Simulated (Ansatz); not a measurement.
# ZnSe (Stilleite): atomic charges with r2SCAN+D3(BJ)

**Experimental background.**

“Alloy Disordering Effects on the Thermal Conductivity and Energy Gap Temperature Dependence of Cd1−xZnxSe Ternary Crystals Grown by the Bridgman Method”, 2023, pmc:10253836 reports, for a bulk crystal of ZnSe at 300 K: band gap 2.695 ± 0.003 eV (an exciton energy, a little under the gap).

ZnSe (Stilleite):

```xyz
2
Lattice="0.0000 2.8338 2.8338 2.8338 0.0000 2.8338 2.8338 2.8338 0.0000" Properties=species:S:1:pos:R:3 pbc="T T T"
Se    4.2507    4.2507    4.2507
Zn    0.0000    0.0000    0.0000
```

```json
{"Program": "Ansatz 0.2.0", "Task": "atomic charges", "Functional": "r2SCAN", "Dispersion": "D3(BJ)", "Potentials or basis": "Ansatz PAW", "Cutoff": "500 eV (not typed: the program's choice for these potentials)", "k mesh": "8 × 8 × 8", "Occupations": "methfessel-paxton, width 0.025 eV", "Spin": "non-collinear spin, ferromagnetic start, spin-orbit coupling", "Starting moments": "[[0.354, 0.354, 0.0], [0.0, 0.0, 0.0]] μB"}
```

```json
{"Pressure": "-1.1 GPa", "Band gap on the k mesh": "1.74 eV, direct", "Net moment": "0.00 μB per cell", "Absolute moment": "0.00 μB per cell", "Bader charges": "Se -0.83; Zn +0.83 e"}
```

Levels at points of the mesh, in eV from the valence-band top:
| k point | band 24 | band 25 | band 26 | band 27 | band 28 | band 29 | band 30 | band 31 | band 32 | band 33 |
| --- | --- | --- | --- | --- | --- | --- | --- | --- | --- | --- |
| (0.00, 0.00, 0.00) | -0.37 | 0.00 | 0.00 | 0.00 | 0.00 | 1.74 | 1.74 | 6.10 | 6.10 | 6.24 |
| (0.00, 0.00, -0.50) | -5.43 | -1.12 | -1.12 | -0.90 | -0.90 | 2.93 | 2.93 | 6.72 | 6.72 | 6.78 |
| (0.00, -0.50, 0.00) | -5.43 | -1.12 | -1.12 | -0.90 | -0.90 | 2.93 | 2.93 | 6.72 | 6.72 | 6.78 |
| (0.00, -0.50, -0.50) | -4.91 | -2.44 | -2.44 | -2.27 | -2.27 | 3.22 | 3.22 | 3.75 | 3.75 | 11.33 |
| (-0.50, -0.50, 0.00) | -4.91 | -2.44 | -2.44 | -2.27 | -2.27 | 3.22 | 3.22 | 3.75 | 3.75 | 11.33 |

Moments on the atoms (μB; x, y, z):
```
Se  0.00 0.00 0.00
Zn  0.00 0.00 0.00
```

Run time: 7.4 min on 1 thread of Arm Neoverse V1 (shared host), peak memory 0.98 GiB.

Against the measured gap of ZnSe, 2.695 eV (an exciton energy, a little under the gap; 300 K; “Alloy Disordering Effects on the Thermal Conductivity and Energy Gap Temperature Dependence of Cd1−xZnxSe Ternary Crystals Grown by the Bridgman Method”, 2023, pmc:10253836), the calculated 1.74 eV is off by -0.95 eV. The value is that of r2SCAN+D3(BJ), without temperature or zero-point motion.

Caveat: the PAW data sets come from PBE, with cores solved anew for the run's functional, which leaves a small shift of forces and pressure; the dispersion damping was fitted for another functional or another form of the correction; the starting moments weren't kept.
